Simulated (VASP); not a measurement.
**NaCl: relaxation of cell and atoms with PBE+D3(BJ)**

NaCl:

```xyz
2
Lattice="0.0000 2.8434 2.8434 2.8434 0.0000 2.8434 2.8434 2.8434 0.0000" Properties=species:S:1:pos:R:3 pbc="T T T"
Na    0.0000    0.0000    0.0000
Cl    2.8434    2.8434    2.8434
```

```json
{
 "Program": "VASP 6.6.1",
 "Task": "relaxation of cell and atoms",
 "Functional": "PBE",
 "Dispersion": "D3(BJ)",
 "Potentials or basis": "VASP PAW PBE potentials, release 64 (Na_pv, Cl)",
 "Cutoff": "600 eV",
 "k mesh": "8 × 8 × 8",
 "Occupations": "gaussian, width 0.02 eV",
 "Spin": "no spin polarisation",
 "Further INCAR settings": "ALGO = Normal; EDIFF = 1e-07; IBRION = 2; EDIFFG = -0.005; NSW = 90; ISIF = 3"
}
```

```yaml
Relaxed_volume: 21.70 Å³/atom
Relaxed_cell: a = 3.945 Å, b = 3.945 Å, c = 3.945 Å, α = 60.00°, β = 60.00°, γ = 60.00°
Space_group_after_relaxing_to_0.05_Å: Fm-3m (No. 225)
Energy_gained_by_relaxing: 5.9 meV/atom
Ionic_steps: 4
Pressure_after_relaxing: 0.0 GPa
Band_gap_on_the_k_mesh: 5.24 eV, direct
Dispersion_energy_per_atom: -0.222 eV
```

The path:
| step | energy change (eV) | largest force (eV/Å) | pressure (GPa) | volume (Å³) |
| --- | --- | --- | --- | --- |
| 1 | 0.0000 | 0.0000 | -1.40 | 45.98 |
| 2 | -0.0089 | 0.0000 | -0.74 | 44.65 |
| 3 | -0.0119 | 0.0000 | -0.06 | 43.50 |
| 4 | -0.0119 | 0.0000 | 0.01 | 43.41 |

Final structure:
```
CELL_PARAMETERS angstrom
0.00000 2.78942 2.78942
2.78942 0.00000 2.78942
2.78942 2.78942 0.00000
ATOMIC_POSITIONS crystal
Na 0.00000 0.00000 0.00000
Cl 0.50000 0.50000 0.50000
```

Levels at points of the mesh, in eV from the valence-band top:
```tsv
k point	band 4	band 5	band 6	band 7	band 8	band 9	band 10	band 11
(0.00, 0.00, 0.00)	-12.73	0.00	0.00	0.00	5.24	11.15	11.15	11.15
(0.50, 0.00, 0.00)	-12.36	-2.02	-0.28	-0.28	7.33	10.90	11.05	11.05
(0.50, 0.50, 0.00)	-12.31	-1.75	-0.63	-0.63	7.63	8.05	11.56	15.07
```

It took 23 s on 1 thread of Intel(R) Xeon(R) Platinum 8559C (Emerald Rapids), with other jobs on the host, peak memory 0.19 GiB.

Expect the measured gap to be larger: semilocal functionals such as PBE lack the derivative discontinuity.
